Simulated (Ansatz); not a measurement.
Si2W:

```
W Si
1.0
    -1.60690    1.60690    3.91495
     1.60690   -1.60690    3.91495
     1.60690    1.60690   -3.91495
W Si
1 2
Direct
  0.00000 0.00000 0.00000
  0.66530 0.66530 0.00000
  0.33470 0.33470 0.00000
```

* Program: Ansatz 0.2.0
* Task: relaxation of cell and atoms
* Functional: LDA
* Potentials or basis: Ansatz PAW
* Cutoff: 420 eV (not typed: the program's choice for these potentials)
* k mesh: 12 × 12 × 12
* Occupations: fermi-dirac, width 0.05 eV
* Spin: no spin polarisation

At the start: volume 13.48 Å³/atom.

Problem. Where does the relaxation end?

Solution. It ends after 5 steps and the volume is 13.14 Å³/atom (-2.5 %); space group I4/mmm (No. 139, to 0.05 Å).

The path:
```
step  energy change (eV)  largest force (eV/Å)  volume (Å³)
   1              0.0000                0.0509        40.44
   2             -0.0155                0.0662        39.04
   3             -0.0188                0.0134        39.45
   4             -0.0188                0.0053        39.43
   5             -0.0185                0.0053        39.43
```

Final structure:
```xyz
3
Lattice="-1.5926 1.5926 3.8866 1.5926 -1.5926 3.8866 1.5926 1.5926 -3.8866" Properties=species:S:1:pos:R:3 pbc="T T T"
W     0.0000    0.0000    0.0000
Si    0.0000    0.0000    5.1720
Si    0.0000    0.0000    2.6012
```

Caveat: the plane-wave basis is chosen anew once the cell has moved, so the energies of steps on either side of that aren't comparable; the PAW data sets come from PBE, with cores solved anew for the run's functional, which leaves a small shift of forces and pressure.
